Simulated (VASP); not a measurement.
A run of VASP 6.6.1:

Contents of INCAR:

```
SYSTEM = Te
PREC     = Accurate       ! precision mode
ENCUT    = 600            ! plane-wave cutoff, eV
EDIFF    = 1E-6           ! SCF threshold, eV
ISMEAR   = -1             ! smearing method
SIGMA    = 0.05           ! smearing width, eV
LREAL    = .False.        ! projectors in reciprocal space
LASPH    = .True.         ! aspherical terms in the spheres
NELM     = 80             ! most SCF steps
ALGO     = Normal         ! electronic algorithm
ISIF     = 3              ! what is computed and relaxed
LWAVE    = .False.        ! write WAVECAR
LCHARG   = .False.        ! write CHGCAR
GGA      = PE             ! functional
IBRION   = 2              ! ionic algorithm
NSW      = 60             ! ionic steps
EDIFFG   = -0.005         ! ionic threshold
```

The input KPOINTS:

```
Automatic mesh
0
Gamma
  4 4 5
  0 0 0
```

The input POSCAR:

```
Te
1.0
    5.8500400000      0.0000000000      0.0000000000
    0.0000000000      5.8500400000      0.0000000000
    0.0000000000      0.0000000000      4.7912000000
Te
4
Direct
    0.0000000000      0.0000000000      0.0000000000
    0.5000000000      0.5000000000      0.0000000000
    0.0000000000      0.5000000000      0.8300400000
    0.5000000000      0.0000000000      0.1699600000
```

Potentials or basis: VASP PAW PBE potentials, release 64 (Te).

Launch:

```sh
$ cat potpaw_PBE.64/Te/POTCAR > POTCAR
$ mpirun -np 1 vasp_std > vasp.out
```

Hardware: 1 thread of Intel(R) Xeon(R) Platinum 8488C (Sapphire Rapids), with other jobs on the host.

Problem. How long does it take, and how much memory?

Solution. Wall time 4.6 min on 1 thread of Intel(R) Xeon(R) Platinum 8488C (Sapphire Rapids), with other jobs on the host, peak memory 0.32 GiB. Counts: scf iterations 102, k points 18, ion steps 17.
